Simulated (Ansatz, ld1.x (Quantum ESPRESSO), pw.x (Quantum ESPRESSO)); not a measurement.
# pw.x on sc Ir: one setting changed

Potential: PAW, ld1.x (Quantum ESPRESSO) 7.5, PBE; core [Xe] 4f14, reference 5d7 6s2 6p0; waves: 6s (bound): rcut 1.70, rcutus 2.35 bohr; 6s channel at 3.95 Ry: rcut 1.70, rcutus 2.35 bohr; 6p (bound, empty): rcut 2.95, rcutus 3.50 bohr; 6p channel at 1.1 Ry: rcut 2.95, rcutus 3.50 bohr; 5d (bound): rcut 1.45, rcutus 1.95 bohr; 5d channel at 1.35 Ry: rcut 1.45, rcutus 1.95 bohr; local part: all-electron potential smoothed inside 2.20 bohr (lloc = -1); core correction: Bessel-smoothed model core, default radius (core density twice the valence density); augmentation: GAUSS, radius 1.35 bohr.

The reference run (k-mesh 13³, cutoffs 60/480 Ry, Fermi–Dirac 0.01 Ry, mixing_beta 0.4, conv_thr 1e-9, no spin) gives -1.16 GPa at 16.953 Å³/atom, where all-electron LAPW gives 1.24 GPa. This run, with its own iteration cap, changes conv_thr to 1e-06.

```
&control
  calculation='scf', prefix='x', pseudo_dir='./', outdir='./tmp', tstress=.true., disk_io='none'
/
&system
  ibrav=0, nat=1, ntyp=1, ecutwfc=60, ecutrho=480, nbnd=12,
  occupations='smearing', smearing='fd', degauss=0.01
/
&electrons
  conv_thr=1e-06, mixing_beta=0.4, electron_maxstep=60
/
ATOMIC_SPECIES
Ir 1.0 Ir.UPF
CELL_PARAMETERS angstrom
  2.56890979 0.00000000 0.00000000
  0.00000000 2.56890979 0.00000000
  0.00000000 0.00000000 2.56890979
ATOMIC_POSITIONS crystal
Ir 0.0000 0.0000 0.0000
K_POINTS automatic
13 13 13 0 0 0
```

```bash
pw.x < Ir.scf.in > Ir.scf.out
```

Question: How does the run end?

Answer: It converges in 6 iterations; the free energy moves by +0.0 meV/atom and the pressure by -0.18 GPa.

```
Message from routine setup:
     using ibrav=0 with symmetry is DISCOURAGED, use correct ibrav instead
     lattice parameter (alat)  =       4.8545  a.u.
     unit-cell volume          =     114.4045 (a.u.)^3
     number of electrons       =         9.00
     number of Kohn-Sham states=           12
     kinetic-energy cutoff     =      60.0000  Ry
     charge density cutoff     =     480.0000  Ry
     scf convergence threshold =      1.0E-06
     Exchange-correlation= SLA  PW   PBX  PBC
     number of k points=    84  Fermi-Dirac smearing, width (Ry)=  0.0100
     iteration #  1     ecut=    60.00 Ry     beta= 0.40
     total energy              =    -721.48934968 Ry
     estimated scf accuracy    <       0.04495381 Ry
     iteration #  2     ecut=    60.00 Ry     beta= 0.40
     total energy              =    -721.48333496 Ry
     estimated scf accuracy    <       0.01061266 Ry
     iteration #  3     ecut=    60.00 Ry     beta= 0.40
     total energy              =    -721.48424121 Ry
     estimated scf accuracy    <       0.00017710 Ry
     iteration #  4     ecut=    60.00 Ry     beta= 0.40
     c_bands:  1 eigenvalues not converged
     c_bands:  1 eigenvalues not converged
     c_bands:  1 eigenvalues not converged
     [... 1 repeated lines left out ...]
     total energy              =    -721.48437487 Ry
     estimated scf accuracy    <       0.00001448 Ry
     iteration #  5     ecut=    60.00 Ry     beta= 0.40
     total energy              =    -721.48438631 Ry
     estimated scf accuracy    <       0.00003879 Ry
     iteration #  6     ecut=    60.00 Ry     beta= 0.40
     the Fermi energy is    15.4563 ev
!    total energy              =    -721.48438889 Ry
     estimated scf accuracy    <       0.00000007 Ry
     smearing contrib. (-TS)   =      -0.00708677 Ry
     The total energy is F=E-TS. E is the sum of the following terms:
     one-electron contribution =      14.87408922 Ry
     hartree contribution      =       3.04277409 Ry
     xc contribution           =     -48.71494647 Ry
     ewald contribution        =     -47.34151700 Ry
     one-center paw contrib.   =    -643.33770195 Ry
     convergence has been achieved in   6 iterations
          total   stress  (Ry/bohr**3)                   (kbar)     P=      -13.35
     Message from routine punch:
     Nothing written, as per user request (disk_io='none')
```

The run took about 12 s on one core of a shared host (Neoverse-V1, 32 threads, 247 GiB, load 23).
